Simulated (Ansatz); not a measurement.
# Rock-salt LiI

These are PBE (PAW; Ansatz, an electronic-structure program) values and carry that method's errors.

Numerical settings: plane-wave cutoff 500 eV, 6×6×1 k mesh (along the axes of the cell as run), gaussian smearing 0.02 eV, scalar-relativistic PAW data made under PBE.

Cell: relaxed at this level.

```
Item                                 Result
--------------------------------  ---------
surface energy of the (110) face  0.16 J/m²
ionisation potential of the slab    5.91 eV
```

The slab of 16 atoms is relaxed and unreconstructed.

Spin–orbit coupling is not included.
